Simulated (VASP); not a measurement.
The system is C.

```
CELL_PARAMETERS angstrom
0.00000 1.78337 1.78337
1.78337 0.00000 1.78337
1.78337 1.78337 0.00000
ATOMIC_POSITIONS crystal
C 0.00000 0.00000 0.00000
C 0.25000 0.25000 0.25000
```

This isn't the form of C at room conditions, which is graphite.

Program: VASP 6.6.1. Alike in all runs: task single point; no spin polarisation; cell as given; cutoff (eV) 520; smearing fermi-dirac 0.02 eV.

Question: Order these runs on this cell by their pressure, lowest first.
A. level PBEsol; potentials or basis VASP PAW PBE potentials, release 64 (C); k mesh 11 × 11 × 11
B. level HSE06; potentials or basis VASP PAW PBE potentials, release 64 (C); k mesh 8 × 8 × 8; grid for exact exchange (PRECFOCK) Fast; screening parameter 0.2 1/A
C. level LDA; potentials or basis VASP PAW LDA potentials, release 64 (C); k mesh 11 × 11 × 11
D. level r2SCAN; potentials or basis VASP PAW PBE potentials, release 64 (C); k mesh 11 × 11 × 11

Answer: C (-11.6 GPa), B (-7.4 GPa), A (-3.8 GPa), D (-1.3 GPa).

Caveats: the PAW data sets were made with another functional, which shifts forces and pressure a little (some runs).

Runs at the PBE level aren't shown here.
